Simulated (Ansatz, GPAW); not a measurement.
# Sb: programs and potentials compared

```
Sb
1.0
    -1.87134    1.87134    1.87134
     1.87134   -1.87134    1.87134
     1.87134    1.87134   -1.87134
Sb
1
Direct
  0.00000 0.00000 0.00000
```

This isn't the form of Sb at room conditions, which is rhombohedral.

Alike in all runs: task band structure; functional PBEsol; k mesh 10 × 10 × 10; occupations fermi-dirac, width 0.05 eV; no spin polarisation; no spin-orbit coupling. Pressure is positive in compression and, in plane waves, holds the error of the finite cutoff, which Ansatz's Pulay term estimates and takes out.

```csv
program and potentials,plane-wave cutoff (eV),notes,pressure (GPa)
"Ansatz, Ansatz PAW",420,"potentials made for PBE, which Ansatz adapts in part; Pulay term of +0.04 GPa included",-0.01
"Ansatz, all-electron LAPW, scalar-relativistic",-,-,0.00
"GPAW, PAW data sets generated for this functional",600,-,-0.37
```

The pressure spans -0.37 (GPAW, PAW data sets generated for this functional) to 0.00 GPa (Ansatz, all-electron LAPW, scalar-relativistic), with all-electron results at 0.00.

The functional is the same throughout but for its coding, so the spread measures potentials, basis and numerics; runs on potential files found faulty are left out.
